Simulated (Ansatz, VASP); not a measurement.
# Si in VASP and in Ansatz

```
CELL_PARAMETERS angstrom
0.00000 2.74755 2.74755
2.74755 0.00000 2.74755
2.74755 2.74755 0.00000
ATOMIC_POSITIONS crystal
Si 0.50000 0.50000 0.50000
Si 0.75000 0.75000 0.75000
```

Alike in both runs: functional revPBE; k mesh 6 × 6 × 6; occupations fermi-dirac, width 0.05 eV; no spin polarisation.

Ansatz relaxed the structure, and its values are those at the end. VASP's run is a single point on that final structure, the one shown.

```csv
,VASP,Ansatz
version,VASP 6.6.1,Ansatz 0.2.0
potentials or method,"VASP PAW PBE potentials, release 64 (Si)","plane waves (420 eV) with PAW, scalar-relativistic"
plane-wave cutoff (eV),520,420
valence electrons in the cell,8,8
```

Ansatz gave:

| Quantity | Value |
| --- | --- |
| pressure (GPa) | 0.0 |

Problem. Which values does VASP return?

Solution. Pressure (GPa): -0.2.

The functional is the same, so the differences come from potentials, cutoffs and numerics.

Caveats: the PAW data sets were made with another functional, which shifts forces and pressure a little (VASP). A k mesh can miss the band edges.
